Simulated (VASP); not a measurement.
Set up this calculation in VASP 6.6.1, as the native input.

| Property | Result |
| --- | --- |
| Task | single point |
| Functional | PBEsol |
| Potentials or basis | VASP PAW PBE potentials, release 64 (C, H) |
| Cutoff | 400 eV |
| k mesh | 1 × 1 × 1 |
| Occupations | gaussian, width 0.01 eV |
| Spin | no spin polarisation |
| Further INCAR settings | ALGO = Normal; EDIFF = 1e-06; NBANDS = 17; ISYM = 0 |

The structure of C3H4 lies in POSCAR:

```
H4C3                                    
1.0
   14.1932882215      0.0000000000      0.0000000000
    0.0000000000     14.6932882215      0.0000000000
    0.0000000000      0.0000000000     15.1932882215
  C               H             
     3     4
Selective dynamics
Direct
     0.4283722568000030    0.5003021098000033    0.5888092642999965   F   F   F
     0.4797024680509985    0.5024928116834171    0.5251943961518177   T   T   T
     0.5412551166375914    0.5051765132198800    0.4488610420483469   T   T   T
     0.3830355647904786    0.4983833092839396    0.6450084992641895   T   T   T
     0.5417121895066972    0.5733550684305678    0.4188136608371473   T   T   T
     0.5181423883288152    0.4563259683520507    0.3983415548913434   T   T   T
     0.6142235348573188    0.4880677899752340    0.4670002067671631   T   T   T
```

The input as run:

INCAR

```
PREC = Accurate ; ENCUT = 400
EDIFF = 1E-6 ; ISMEAR = 0
SIGMA = 0.01 ; LREAL = False
LASPH = True ; NELM = 100
ALGO = Normal ; ISIF = 2
LWAVE = False ; LCHARG = False
GGA = PS ; NBANDS = 17
ISYM = 0
```

KPOINTS

```
regular mesh
0
Gamma
  1 1 1
```

Potentials or basis: VASP PAW PBE potentials, release 64 (C, H).

Command:

```sh
$ cat potpaw_PBE.64/C/POTCAR potpaw_PBE.64/H/POTCAR > POTCAR
$ mpirun -np 4 vasp_gam > vasp.out
```

It gave:

The largest force is 0.268 eV/Å and the gap between the frontier levels is 5.99 eV.

Caveat: the standard files for N, O and F lose accuracy on very short bonds; the PAW data sets were made with another functional, which shifts forces and pressure a little.

Run time: 32 s on 4 MPI ranks on AMD EPYC 9R45 (Zen 5), with other jobs on the host, peak memory 0.54 GiB a rank.
